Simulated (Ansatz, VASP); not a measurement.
# Cross-check of Te (dimer Te chain) between VASP and Ansatz, part 2 of 2

One calculation is typed for both programs; each brings its own data sets. How far apart do they land? The structure shown is the end of the Ansatz relaxation below. Other levels of theory on this material are compared in a session of their own.

VASP 6.6.1 and Ansatz 0.2.0.

So far: Set-up; Ansatz: relaxation, PBEsol.

### Step 3. VASP: single point, PBEsol

Level of this step: PBEsol, zero-moment start; plane waves and PAW (Te) (VASP).

The same cell, functional, mesh and smearing now go to VASP, with its own data sets.

Lines of VASP's logs that name or quote its potential files are left out, and so is its time.

Input file INCAR:

```
SYSTEM = Te
PREC = Accurate
ENCUT = 500
EDIFF = 1E-06
NELM = 200
ISMEAR = -1
SIGMA = 0.05
LREAL = .FALSE.
ALGO = Normal
GGA = PS
NBANDS = 13
ISPIN = 2
MAGMOM = 0 0
LORBIT = 11
LWAVE = .FALSE.
LCHARG = .FALSE.
ISIF = 2
LASPH = .TRUE.
GGA_COMPAT = .FALSE.
KPAR = 2
```

Input file POSCAR:

```
Te
1.0
    7.5000000000      0.0000000000      0.0000000000
    0.0000000000      7.5000000000      0.0000000000
    0.0000000000      0.0000000000      5.4460365907
Te
2
Direct
    0.5000000000      0.5000000000      0.9749131409
    0.5000000000      0.5000000000      0.4750868591
```

Input file KPOINTS:

```
Automatic mesh
0
Gamma
1 1 16
0 0 0
```

PAW data sets: Te (PBE family, release 64).

Launch:

```
mpirun -np 2 vasp_std
```

Numbers of over 12 decimals in the logs are rounded to 6 here.

What it wrote:

```text
[banner, memory and clock lines left out]
running    2 mpi-ranks, on    1 nodes
 distrk:  each k-point on    1 cores,    2 groups
 distr:  one band on    1 cores,    1 groups

 POSCAR found type information on POSCAR Te
 POSCAR found :  1 types and       2 ions
|                                                                             |
|               ----> ADVICE to this user running VASP <----                  |
|                                                                             |
|     You enforced a specific xc type in the INCAR file but a different       |
|     [... a line on the potential file left out ...]
|     I HOPE YOU KNOW WHAT YOU ARE DOING!                                     |
|                                                                             |

 LDA part: xc-table for (Slater+PW92), standard interpolation
 POSCAR, INCAR and KPOINTS ok, starting setup
 FFT: planning ... GRIDC
 FFT: planning ... GRID_SOFT
 FFT: planning ... GRID
 WAVECAR not read
 entering main loop
       N       E                     dE             d eps       ncg     rms          rms(c)
DAV:   1     0.665327894641E+02    0.66533E+02   -0.32274E+03   468   0.574E+02
DAV:   2     0.174941428210E+01   -0.64783E+02   -0.61766E+02   731   0.948E+01
DAV:   3    -0.520194186616E+01   -0.69514E+01   -0.68948E+01   591   0.376E+01
DAV:   4    -0.540848190512E+01   -0.20654E+00   -0.20632E+00   579   0.774E+00
DAV:   5    -0.541636303779E+01   -0.78811E-02   -0.78808E-02   715   0.168E+00    0.760E+00
DAV:   6    -0.541581479629E+01    0.54824E-03   -0.18751E-03   549   0.246E-01    0.460E+00
DAV:   7    -0.541471734246E+01    0.10975E-02   -0.17704E-03   519   0.233E-01    0.602E-02
DAV:   8    -0.541458426205E+01    0.13308E-03   -0.10810E-04   611   0.536E-02    0.630E-02
DAV:   9    -0.541454122530E+01    0.43037E-04   -0.66359E-05   533   0.362E-02    0.234E-02
DAV:  10    -0.541468356638E+01   -0.14234E-03   -0.59982E-05   498   0.337E-02    0.252E-02
DAV:  11    -0.541480824614E+01   -0.12468E-03   -0.96490E-06   498   0.222E-02    0.208E-02
DAV:  12    -0.541486799124E+01   -0.59745E-04   -0.56062E-06   550   0.139E-02    0.212E-03
DAV:  13    -0.541487933887E+01   -0.11348E-04   -0.71524E-07   477   0.491E-03    0.164E-03
DAV:  14    -0.541488625144E+01   -0.69126E-05   -0.43203E-07   502   0.342E-03    0.878E-04
DAV:  15    -0.541488780341E+01   -0.15520E-05   -0.47949E-08   541   0.117E-03    0.669E-04
DAV:  16    -0.541488855940E+01   -0.75600E-06   -0.53651E-08   506   0.111E-03
   1 F= -.54148886E+01 E0= -.54068963E+01  d E =-.159844E-01  mag=     0.0000
```

OUTCAR, selected parts (step 3):

```text
ion  position               nearest neighbor table
   1  0.500  0.500  0.975-   2 2.72   2 2.72
   2  0.500  0.500  0.475-   1 2.72   1 2.72

  LATTYP: Found a simple tetragonal cell.
 ALAT       =     7.5000000000
 C/A-ratio  =     0.7261382121

 Subroutine GETGRP returns: Found 16 space group operations
 (whereof  8 operations were pure point group operations)

The static configuration has the point symmetry C_4v.
 The point group associated with its full space group is D_4h.

 Found      9 irreducible k-points:

   k-points           NKPTS =      9   k-points in BZ     NKDIM =      9   number of bands    NBANDS=     13

   dimension x,y,z NGX =    56 NGY =   56 NGZ =   40
   dimension x,y,z NGXF=   112 NGYF=  112 NGZF=   80

   ENCUT  =  500.0 eV  36.75 Ry    6.06 a.u.  13.67 13.67  9.93*2*pi/ulx,y,z

   NELECT =      12.0000    total number of electrons

 k-points in reciprocal lattice and weights: Automatic mesh
   0.00000000  0.00000000  0.00000000       0.062
   0.00000000  0.00000000  0.06250000       0.125
   0.00000000  0.00000000  0.12500000       0.125
   0.00000000  0.00000000  0.18750000       0.125
   0.00000000  0.00000000  0.25000000       0.125
   0.00000000  0.00000000  0.31250000       0.125
   0.00000000  0.00000000  0.37500000       0.125
   0.00000000  0.00000000  0.43750000       0.125
   0.00000000  0.00000000  0.50000000       0.062

 average (electrostatic) potential at core
       1 -96.9946       2 -96.9946

 E-fermi :  -2.7950

 spin component 1
 k-point     1 :       0.0000    0.0000    0.0000
  band No.  band energies     occupation
      1     -15.2194      1.00000
      2     -11.0009      1.00000
      3      -8.2859      1.00000
      4      -5.3525      1.00000
      5      -5.3525      1.00000
      6      -2.0402      0.00000
      7      -2.0402      0.00000
      8       0.8002      0.00000
      9       2.2555      0.00000
     10       3.1805      0.00000
    ...

 k-point     2 :       0.0000    0.0000    0.0625
  band No.  band energies     occupation
      1     -15.1994      1.00000
      2     -11.1468      1.00000
      3      -8.0950      1.00000
      4      -5.3324      1.00000
      5      -5.3324      1.00000
      6      -2.1038      0.00000
      7      -2.1038      0.00000
      8       0.8189      0.00000
      9       2.2748      0.00000
     10       3.2751      0.00000
    ...

 k-point     3 :       0.0000    0.0000    0.1250
  band No.  band energies     occupation
      1     -15.1393      1.00000
      2     -11.4985      1.00000
      3      -7.6082      1.00000
      4      -5.2724      1.00000
      5      -5.2724      1.00000
      6      -2.2809      0.00003
      7      -2.2809      0.00003
      8       0.8743      0.00000
      9       2.3326      0.00000
     10       3.3815      0.00000
    ...

 k-point     4 :       0.0000    0.0000    0.1875
  band No.  band energies     occupation
      1     -15.0392      1.00000
      2     -11.9323      1.00000
      3      -6.9503      1.00000
      4      -5.1729      1.00000
      5      -5.1729      1.00000
      6      -2.5399      0.00605
      7      -2.5399      0.00605
      8       0.9630      0.00000
      9       2.4290      0.00000
     10       2.5883      0.00000
    ...

 k-point     5 :       0.0000    0.0000    0.2500
  band No.  band energies     occupation
    ...
      3      -6.1892      1.00000
      4      -5.0348      1.00000
      5      -5.0348      1.00000
      6      -2.8473      0.74008
      7      -2.8473      0.74008
      8       1.0517      0.00000
      9       1.6346      0.00000
     10       2.5640      0.00000
     11       3.6065      0.00000
     12       3.6146      0.00000
    ...

 k-point     6 :       0.0000    0.0000    0.3125
  band No.  band energies     occupation
    ...
      3      -5.3561      1.00000
      4      -4.8592      1.00000
      5      -4.8592      1.00000
      6      -3.1761      0.99951
      7      -3.1761      0.99951
      8       0.4849      0.00000
      9       1.3403      0.00000
     10       2.7374      0.00000
     11       3.1672      0.00000
     12       3.7751      0.00000
    ...

  Total        0.2933195      0.2933195      0.1288403      0.0000000      0.0000000      0.0000000
  in kB        1.5340817      1.5340817      0.6738437      0.0000000      0.0000000      0.0000000
  external PRESSURE =       1.2473357 kB  Pullay stress =       0.0000000 kB

  energy-cutoff  :      500.00
  volume of cell :      306.34
      direct lattice vectors                 reciprocal lattice vectors
     7.500000000  0.000000000  0.000000000     0.133333333  0.000000000  0.000000000
     0.000000000  7.500000000  0.000000000     0.000000000  0.133333333  0.000000000
     0.000000000  0.000000000  5.446036591     0.000000000  0.000000000  0.183619773

 POSITION                                       TOTAL-FORCE (eV/Angst)
 -----------------------------------------------------------------------------------
      3.75000      3.75000      5.30941         0.000000      0.000000      0.004924
      3.75000      3.75000      2.58734         0.000000     -0.000000     -0.004924
 -----------------------------------------------------------------------------------
    total drift:                               -0.000000     -0.000000      0.000000

  FREE ENERGIE OF THE ION-ELECTRON SYSTEM (eV)
  ---------------------------------------------------
  free  energy   TOTEN  =        -5.4148885594 eV

  energy  without entropy=       -5.3989041318  energy(sigma->0) =       -5.40689635

 total charge
# of ion       s       p       d       tot
------------------------------------------
    1        1.414   1.860   0.040   3.315
    2        1.414   1.860   0.040   3.315
--------------------------------------------------
tot          2.829   3.721   0.081   6.630

 magnetization (x)
# of ion       s       p       d       tot
------------------------------------------
    1       -0.000   0.000   0.000   0.000
    2       -0.000   0.000   0.000   0.000
--------------------------------------------------
tot         -0.000   0.000   0.000   0.000

[... 3 further parts left out ...]
```

### Step 4. Side by side

Known differences besides the potentials themselves: the data sets hold 32 valence electrons in Ansatz (on its default PAW (the set named soft_2) files) and 12 in VASP; the cutoff is 420 eV in Ansatz and 500 eV in VASP; Ansatz makes its cores anew for this functional, VASP keeps those of its PBE data sets; Ansatz's pressure holds a Pulay correction, VASP's none. Total energies have different zeros and are not compared.

The two programs side by side:

| quantity | Ansatz | VASP | difference |
| --- | --- | --- | --- |
| pressure (GPa) | 0.11 | 0.12 | -0.02 |

### Step 5. Summary of results

- difference in pressure (single point, PBEsol): -0.015 GPa

The difference in pressure is -0.015 GPa (single point, PBEsol), within the 1 GPa picked in this series as the mark of a large difference. The data sets hold unlike numbers of valence electrons (32 in Ansatz and 12 in VASP), so part of the differences comes from the potentials. 7 further runs of this series are not shown here. Such differences can come from data sets, numerical settings and the points named under the comparisons, not from the functional's error against experiment.

[Lines on the potential files, build, host, timing and source positions are cut from VASP's logs without a mark.]

[Logs are printed without paths, hosts, clocks, repeated set-up lines and the standing remarks that a program may print on its own settings, such as how far it seeks lower states.]

[Hosts, paths, dates, database ids (printed as entryN), source tags and the programs' standing remarks are cut or masked in the printed files.]
